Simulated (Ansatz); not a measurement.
The system is ZnS (Wurtzite-4H).

```
Zn S
1.0
     3.82270    0.00000    0.00000
    -1.91135    3.31056    0.00000
     0.00000    0.00000   12.52000
Zn S
4 4
Direct
  0.66667 0.33333 0.75000
  0.33333 0.66667 0.25000
  0.00000 0.00000 0.50000
  0.00000 0.00000 0.00000
  0.66667 0.33333 0.93750
  0.33333 0.66667 0.43750
  0.00000 0.00000 0.68750
  0.00000 0.00000 0.18750
```

| Item | Value |
| --- | --- |
| Program | Ansatz 0.2.0 |
| Task | relaxation of cell and atoms |
| Functional | PBEsol |
| Potentials or basis | Ansatz PAW |
| Cutoff | 420 eV (not typed: the program's choice for these potentials) |
| k mesh | 8 × 8 × 3 |
| Occupations | fermi-dirac, width 0.05 eV |
| Spin | no spin polarisation |

At the start: volume 19.81 Å³/atom.

**Question.** Where does the relaxation end?

**Answer.** It ends after 5 steps and the volume is 19.22 Å³/atom (-3.0 %); space group P6_3mc (No. 186, to 0.05 Å).

The path:
| step | energy change (eV) | largest force (eV/Å) | volume (Å³) |
| --- | --- | --- | --- |
| 1 | 0.0000 | 0.0397 | 158.44 |
| 2 | -0.0295 | 0.0203 | 155.57 |
| 3 | -0.0356 | 0.0052 | 153.63 |
| 4 | -0.0356 | 0.0038 | 153.73 |
| 5 | -0.0338 | 0.0038 | 153.73 |

Final structure:
```yaml
crystal:
  lattice:
    - [3.78482, 0.00000, 0.00000]
    - [-1.89241, 3.27775, 0.00000]
    - [0.00000, 0.00000, 12.39221]
  atoms:
    - { symbol: Zn, position: [0.66667, 0.33333, 0.75009] }
    - { symbol: Zn, position: [0.33333, 0.66667, 0.25009] }
    - { symbol: Zn, position: [0.00000, 0.00000, 0.50017] }
    - { symbol: Zn, position: [0.00000, 0.00000, 0.00017] }
    - { symbol: S, position: [0.66667, 0.33333, 0.93755] }
    - { symbol: S, position: [0.33333, 0.66667, 0.43755] }
    - { symbol: S, position: [0.00000, 0.00000, 0.68720] }
    - { symbol: S, position: [0.00000, 0.00000, 0.18720] }
```

Caveat: the plane-wave basis is chosen anew once the cell has moved, so the energies of steps on either side of that aren't comparable; the PAW data sets come from PBE, with cores solved anew for the run's functional, which leaves a small shift of forces and pressure.
